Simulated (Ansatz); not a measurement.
## Cu under changes of volume

One of the cells (11.458 Å³/atom); the others are scaled copies at fixed shape and fractional positions:

```xyz
1
Lattice="-1.4428 1.4428 1.3761 1.4428 -1.4428 1.3761 1.4428 1.4428 -1.3761" Properties=species:S:1:pos:R:3 pbc="T T T"
Cu    0.0000    0.0000    0.0000
```

This isn't the form of Cu at room conditions, which is fcc.

| Property | Result |
| --- | --- |
| Program | Ansatz 0.2.0 |
| Functional | PBE0 |
| Potentials or basis | Ansatz PAW |
| Cutoff | 420 eV (not typed: the program's choice for these potentials) |
| k mesh | 8 × 8 × 8 |
| Occupations | fermi-dirac, width 0.05 eV |
| Spin | no spin polarisation |

```tsv
volume (Å³/atom)	energy over the lowest point (meV/atom)	pressure (GPa)
10.771	?	?
11.000	41.32	14.3
11.229	23.66	10.4
11.458	11.30	7.0
11.687	3.60	3.9
11.916	0.00	1.1
12.146	0.12	-1.3
```

**Question.** What does the run at 10.771 Å³/atom give?

**Answer.** Energy over the lowest point 64.89 meV/atom; pressure 18.7 GPa.

Worked out: A Birch-Murnaghan fit of order 3 (a polynomial in V^(-2/3)) to the other rows has its minimum at 12.02 Å³/atom with B0 = V·E''(V) = 127 GPa and B' = 5.4 at fixed shape and positions, which overstates the stiffness. It gives 64.92 meV/atom at 10.771 Å³/atom, against the run's 64.89, and -dE/dV = 18.8 GPa, against 18.7.

Energies are extrapolated to zero smearing.

Caveats: all runs use coarse meshes; the PAW data sets come from PBE, with cores solved anew for the run's functional, which leaves a small shift of forces and pressure; the thresholds are loose for stress.
